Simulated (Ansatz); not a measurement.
**What a trial cell of Sn relaxes into**

Theory: DFT PBE, scalar-relativistic, plane waves, PAW (Ansatz 0.2.0). Cutoff 420 eV, Gaussian smearing, Γ-centred meshes. Cell and atoms relax first on a coarse mesh and then on a finer one. In between, the cell is made exact in the group found at 0.06 Å. In metals the finer mesh still leaves noise of several meV/atom or more. The steps can't lower the symmetry of their start. No spin polarisation.

A trial structure of Sn was built thus: 4-connected net of one element (P6_422, No. 181). The dimensions are guesses.

```cif
data_structure
_symmetry_space_group_name_H-M 'P 1'
_symmetry_Int_Tables_number 1
_cell_length_a 4.4907
_cell_length_b 4.4907
_cell_length_c 4.9174
_cell_angle_alpha 90.000
_cell_angle_beta 90.000
_cell_angle_gamma 120.000
_cell_volume 85.88
loop_
_atom_site_label
_atom_site_type_symbol
_atom_site_fract_x
_atom_site_fract_y
_atom_site_fract_z
_atom_site_occupancy
Sn1 Sn 0.00000 0.50000 0.33333 1
Sn2 Sn 0.50000 0.50000 0.66667 1
Sn3 Sn 0.50000 0.00000 0.00000 1
```

Energies count from the standard state of Sn at the same level. The references include grey tin.

**Question.** Where does the relaxation end?

**Answer.** The symmetry stays P6_422 (No. 181). The volume per atom grows by 15.2 %, from 28.6 to 33.0 Å³. The shortest distance goes from 2.78 Å (Sn–Sn) to 2.91 Å (Sn–Sn). The energy falls by about 0.10 eV/atom (the start's value is from the coarse mesh). Conventional cell: a = 4.749 Å, c = 5.065 Å. Around Sn lie 4 Sn at 2.91 Å.

```
Sn
1.0
     4.74886    0.00000    0.00000
    -2.37443    4.11263    0.00000
     0.00000    0.00000    5.06477
Sn
3
Cartesian
  -1.1872 2.0563 1.6883
  1.1872 2.0563 3.3765
  2.3744 0.0000 0.0000
```

**Question.** Give its energy and gap.

**Answer.** The energy over the standard state is +0.10 eV/atom and the gap on the 12×12×10 mesh of the 3-atom cell is 0 eV (a metal).

It lies above the standard state, so it could only be metastable.

The last run used Gaussian smearing of 0.10 eV. A structure relaxed within its symmetry needn't be a true minimum. In all, the 3 runs took 72 s on 1 thread of Arm Neoverse V2 (shared host).
